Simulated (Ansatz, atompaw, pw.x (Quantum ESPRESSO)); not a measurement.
# titanium (Ti): one change to the PAW (atompaw) potential, in the atom and in the fcc crystal

| Quantity | Value |
| --- | --- |
| Element | titanium |
| Generator | atompaw 4.2.0.5 |
| Type | PAW |
| Functional | PBE |
| Relativity | scalar-relativistic |
| Frozen core | [Ar] |
| Valence charge | 4 |
| Reference configuration | 3d2 4s2 4p0 |
| Partial waves | 4s (bound): rc 3.00 bohr; 4s channel at 0.4 Ry: rc 2.15 bohr; 4p (bound, empty): rc 3.00 bohr; 4p channel at 0.55 Ry: rc 3.00 bohr; 3d (bound): rc 1.75 bohr; 3d channel at 3.1 Ry: rc 1.75 bohr |
| Local potential | bessel scheme, radius 2.50 bohr |
| Core correction | smooth core density matched at 2.65 bohr |
| Augmentation charge | besselshape compensation charge, radius 2.65 bohr; PAW radius 3.00 bohr; waves and projectors: custom polynom vanderbiltortho |

Change: all radii scaled by about 1.04 (s 3.12, p 3.12, d 1.82 bohr); local potential bessel scheme, radius 2.60 bohr; augmentation besselshape compensation charge, radius 2.76 bohr; PAW radius 3.12 bohr; waves and projectors: custom polynom vanderbiltortho; core correction smooth core density matched at 2.76 bohr.

Cutoffs, loose and tight: the cutoffs (Ry, on a coarse ladder) from which the occupation-weighted sum of valence levels, in a spherical-Bessel basis at the reference potential, stays within 10 and 1 mRy of its value at 400 Ry. They see the waves, projectors and local potential, not the compensation charge or the core.

Crystal test: fcc Ti in pw.x 7.5, no spin, 14³ k-points, Fermi–Dirac smearing 0.01 Ry, cutoffs set for each file from its atomic test. The reference is all-electron LAPW (Ansatz 0.2.0) with the same functional, mesh and smearing; V0 and B0 come from Birch–Murnaghan fits to the pressures at five volumes. Errors are pseudo minus all-electron; Δ is the rms difference of the E(V) curves that follow from these fits, minima aligned, over ±6 % about the mean V0. Mesh and smearing are coarse, so the numbers serve the comparison and aren't converged zero-temperature values; the lattice is a test structure that the element need not adopt.

All-electron: a0 = 4.119 Å (V0 = 17.47 Å³/atom), B0 = 106.1 GPa.

**Question.** Does the change bring the crystal closer to the all-electron result?

**Answer.** The mean pressure error goes from +3.81 to +4.73 GPa, so the change moves the solid further from the all-electron pressures.

```
                 quantity       base    changed
           outcome (atom)  generated  generated
     cutoff, loose (atom)      30 Ry      25 Ry
     cutoff, tight (atom)      50 Ry      45 Ry
      bound ghosts (atom)          s       none
     cutoffs in pw.x (Ry)     60/600     55/550
                   a0 (Å)      4.163      4.173
             a0 error (%)      +1.08      +1.33
             B0 error (%)       +4.2       +3.6
             Δ (meV/atom)       13.7       16.8
mean pressure error (GPa)      +3.81      +4.73
```

Base: The largest radius (3.00 bohr) exceeds half the bond length (2.75 bohr), so the spheres overlap, which is one possible source of error among others. This is a poor potential for the solid. Note: ghost state, extra bound levels that the all-electron valence spectrum of the same l lacks: s at -3.5 eV. A true bound ghost makes a file unfit for plane-wave use. Changed file: The largest radius (3.12 bohr) exceeds half the bond length (2.75 bohr), so the spheres overlap, which is one possible source of error among others. This is a poor potential for the solid. The atomic cutoffs weigh occupied waves only.
